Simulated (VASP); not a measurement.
Set up this calculation in VASP 6.6.1, as an ASE script.

| Property | Result |
| --- | --- |
| Task | single point |
| Functional | PBE |
| Potentials or basis | VASP PAW PBE potentials, release 54 (N) |
| Cutoff | 520 eV |
| k mesh | 12 × 12 × 11 |
| Occupations | gaussian, width 0.05 eV |
| Spin | no spin polarisation |
| Further INCAR settings | ALGO = Normal; EDIFF = 1.00e-06 |

The structure of N lies in N.cif:

```cif
data_N
_cell_length_a 2.51947379
_cell_length_b 2.51947379
_cell_length_c 2.44600200
_cell_angle_alpha 90.00000000
_cell_angle_beta 90.00000000
_cell_angle_gamma 120.00000000
_space_group_name_H-M_alt 'P1'
_space_group_name_Hall 'P 1'
_space_group_IT_number 1
loop_
_space_group_symop_operation_xyz
'x,y,z'
loop_
_atom_site_label
_atom_site_type_symbol
_atom_site_symmetry_multiplicity
_atom_site_Wyckoff_symbol
_atom_site_fract_x
_atom_site_fract_y
_atom_site_fract_z
_atom_site_occupancy
N1 N 1 a 0.3333333333 0.6666666667 0.7500000000 1
N2 N 1 a 0.6666666667 0.3333333333 0.2500000000 1
```

The real solid is made of molecules; this cell is a model form.

These files were run (other wordings do the same):

run.py

```python
from ase.calculators.vasp import Vasp
from ase.dft.bandgap import bandgap
from ase.io import read

atoms = read('N.cif')
calc = Vasp(
    directory='calc',
    xc='pbe',
    pp='PBE',
    setups='recommended',
    pp_version='54',
    prec='Accurate',
    encut=520,
    ediff=1e-06,
    ismear=0,
    sigma=0.05,
    lreal=False,
    lasph=True,
    nelm=80,
    algo='Normal',
    isif=2,
    lwave=False,
    lcharg=False,
    kpts=[12, 12, 11],
    gamma=True,
)
atoms.calc = calc

print('energy (eV):', atoms.get_potential_energy())
print('free energy (eV):', atoms.get_potential_energy(force_consistent=True))
print('forces (eV/A):')
print(atoms.get_forces())
print('stress (eV/A^3, Voigt):', atoms.get_stress())
print('Fermi level (eV):', calc.get_fermi_level())
gap, top, bottom = bandgap(calc)
print('band gap (eV):', gap, 'from (spin, k, band)', top, 'to', bottom)
```

Potentials or basis: VASP PAW PBE potentials, release 54 (N).

Launch:

```bash
$ python run.py
```

Results of the run:

```
Pressure               : 10.1 GPa
Band gap on the k mesh : none (metal or under the smearing width)
```

Wall time 12 s on 1 thread of Intel(R) Xeon(R) Platinum 8488C (Sapphire Rapids), on a shared host, peak memory 0.12 GiB.
